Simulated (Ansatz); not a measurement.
# TiB2: phonons across the zone

Theory: DFT PBE, scalar-relativistic, plane waves, PAW in Ansatz 0.2.0. Cutoff 420 eV, 18×18×14 k-points (Γ-centred), Fermi-Dirac smearing of 0.15 eV. No spin polarisation. Phonons by linear response, acoustic sum rule imposed.

Relaxed structure:
```
Ti B
1.0
     3.03273    0.00000    0.00000
    -1.51637    2.62642    0.00000
     0.00000    0.00000    3.22412
Ti B
1 2
Direct
  0.00000 0.00000 0.00000
  0.33333 0.66667 0.50000
  0.66667 0.33333 0.50000
```

It was relaxed at this level from a cell as deposited in COD. In a metal, frequencies and elastic constants depend on the k mesh and the smearing, soft modes and shear constants most. The q mesh is coarse, so values between its points are rough.

Force constants from linear response on a 3×3×2 q mesh.

Task: Is the structure dynamically stable on this mesh?

Result: Yes, on this mesh: no mode is imaginary.

Task: Give the frequencies (cm⁻¹; i marks imaginary ones) at the irreducible q points, in fractions of the reciprocal vectors.

Result:
```csv
q,star,frequencies
0.000 0.000 0.000,1,0 0 0 509 509 510 554 884 884
0.000 0.000 -0.500,1,293 293 334 418 418 511 620 892 892
0.000 0.333 0.000,6,266 270 328 510 519 556 666 860 880
0.000 0.333 -0.500,6,294 321 327 502 548 601 661 857 869
0.333 0.333 0.000,2,334 334 338 537 537 642 745 745 895
0.333 0.333 -0.500,2,319 319 332 568 568 629 748 748 884
```
